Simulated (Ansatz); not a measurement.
**GaAs: how the settings move a single-point run**

Question: which choices in the input matter for GaAs?

Program: Ansatz 0.2.0. Level of theory: reference: DFT, PBE, PAW with Ansatz's default frozen-core files, scalar-relativistic. These are calculated values, not measurements.

## (1) The structure to begin with

The structure is cubic, space group F-43m (No. 216). Conventional cell: a = 5.654 Å, b = 5.654 Å, c = 5.654 Å, α = 90.00°, β = 90.00°, γ = 90.00°. Ga (site symmetry -43m) is surrounded by 4 As at 2.45 Å. Around As (site symmetry -43m) lie 4 Ga at 2.45 Å.

As a file:

```
Ga As
1.0
     0.00000    2.82685    2.82685
     2.82685    0.00000    2.82685
     2.82685    2.82685    0.00000
Ga As
1 1
Cartesian
  0.0000 0.0000 0.0000
  4.2403 4.2403 4.2403
```

## (2) Baseline

File input.yaml:

```yaml
crystal:
  lattice:
    - [0.0, 2.82685, 2.82685]
    - [2.82685, 0.0, 2.82685]
    - [2.82685, 2.82685, 0.0]
  atoms:
    - { symbol: Ga, position: [0.0, 0.0, 0.0] }
    - { symbol: As, position: [0.75, 0.75, 0.75] }
kpoints:
  mp_grid: { grid: [11, 11, 11] }
  band_path:
    path:
      - [0.0, 0.0, 0.0]
      - [-0.5, -0.5, 0.0]
      - [-0.375, -0.375, 0.25]
      - [-0.375, 0.0, 0.375]
      - [0.0, 0.0, 0.0]
      - [0.0, 0.0, 0.5]
      - [-0.5, -0.25, 0.25]
      - [-0.5, -0.5, 0.0]
    npoints: 14
scf:
  occupations: { method: fermi_dirac, width: 0.05 }
hamiltonian:
  xc: pbe
  pseudopotentials: { kind: paw }
output:
  forces: true
  stress: true
  eigenvalues: true
  efg: { contact_densities: true }
  populations: true
  bader: true
  dos: { projected: true, de: 0.2, e_range: [-14, 8] }
  write_density: true
  write_potential: true
  elf: true
  volumetric_format: npy
```

The run is started by

```
> ansatz run input.yaml --threads 1 --pin off --max-ram 2048MiB --backend cpu --events-out ev --progress --plain --runs-dir out
```

## (3) Variant: scf.algorithm direct_min, dr2_threshold 1.0e-08

Changes to input.yaml since step 2:

```diff
@@ -23,2 +23,4 @@
   occupations: { method: fermi_dirac, width: 0.05 }
+  algorithm: direct_min
+  convergence: { dr2_threshold: 1.0e-08 }
 hamiltonian:
@@ -32,4 +34,2 @@
   populations: true
-  bader: true
-  dos: { projected: true, de: 0.2, e_range: [-14, 8] }
   write_density: true
```

What does the calculation give? Wanted: for each run, ending; energy change; pressure; gap; force.

The runs gave:

| run | ending | energy change | pressure (GPa) | gap (eV) | force (eV/Å) | cycles | time |
| --- | --- | --- | --- | --- | --- | --- | --- |
| reference | converged | 0 | 3.3 | 0.52 | 0.00 | 6 | 29 s |
| 1: scf.algorithm direct_min, dr2_threshold 1.0e-08 | converged | 0.0 meV/atom | 3.3 | 0.52 | 0.00 | 6 | 16 s |

Times don't compare one to one where runs were asked for different outputs or read a saved state (see the inputs); cycles may leave out searches for a lower state.

Residual by cycle in the longest SCF loop of each run; runs are numbered as in the table. The quantity is the density residual dr2, in eV.

| cycle | reference | run 1 |
| --- | --- | --- |
| 1 | 0.00266 | 0.00255 |
| 2 | 3.4e-4 | 2.2e-4 |
| 3 | 4.3e-5 | 1.0e-6 |
| 4 | 1.3e-5 | 5.2e-7 |
| 5 | 8.4e-7 | 9.8e-9 |
| 6 | 2.5e-8 | 4.0e-10 |

Energy and cycle count are those of the reference, so the change (solver and convergence setting) left the result and the number of cycles as they were.
